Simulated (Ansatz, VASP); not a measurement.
# TaN: VASP beside Ansatz

File INCAR:

```
  ALGO = Normal
  EDIFF = 1E-6
  ENCUT = 520
  GGA = PE
  ISIF = 2
  ISMEAR = -1
  LASPH = T
  LCHARG = T
  LELF = T
  LREAL = F
  LVHAR = T
  LWAVE = F
  NBANDS = 15
  NELM = 60
  PREC = Accurate
  SIGMA = 0.05
```

The input KPOINTS:

```
k-points
0
Gamma
  10 10 10
```

POSCAR

```
TaN
1.0
    2.7858959555      0.0000000000      0.0000000000
    0.0000000000      2.7858959555      0.0000000000
    0.0000000000      0.0000000000      2.7858959555
Ta N
1 1
Direct
    0.0000000000      0.0000000000      0.0000000000
    0.5000000000      0.5000000000      0.5000000000
```

File input.yaml:

```yaml
crystal:
  lattice:
    - [2.7858959555, 0.0, 0.0]
    - [0.0, 2.7858959555, 0.0]
    - [0.0, 0.0, 2.7858959555]
  atoms:
    - { symbol: Ta, position: [0.0, 0.0, 0.0] }
    - { symbol: "N", position: [0.5, 0.5, 0.5] }
hamiltonian:
  xc: pbe
  pseudopotentials: { kind: paw, azcp: { folder: soft_1 } }
kpoints:
  mp_grid: { grid: [10, 10, 10] }
scf:
  occupations: { method: fermi_dirac, width: 0.05 }
output:
  forces: true
  stress: true
  eigenvalues: true
  write_density: true
  write_potential: true
  elf: true
  volumetric_format: npy
```

The cell comes from a database or a generator and needn't be the stable form of this composition.

Alike in both runs: task single point; functional PBE; k mesh 10 × 10 × 10; occupations fermi-dirac, width 0.05 eV; no spin polarisation.

|  | VASP | Ansatz |
| --- | --- | --- |
| version | VASP 6.6.1 | Ansatz 0.2.0 |
| potentials or method | VASP PAW PBE potentials, release 64 (Ta_pv, N) | Ansatz PAW soft_1 |
| plane-wave cutoff (eV) | 520 | 420 |
| valence electrons in the cell | 16 | 18 |

```csv
,VASP,Ansatz,Ansatz less VASP
gap on the k mesh at the Fermi level (eV),none,none,-
pressure (GPa),-11.0,-11.6,-0.67
```

A gap of «none» marks a metal or a gap that the smearing closes. The functional is the same, so the differences come from potentials, cutoffs and numerics. The two sets of potentials don't hold the same shells in valence.

Spin-orbit coupling is left out, which matters for the levels of Ta.
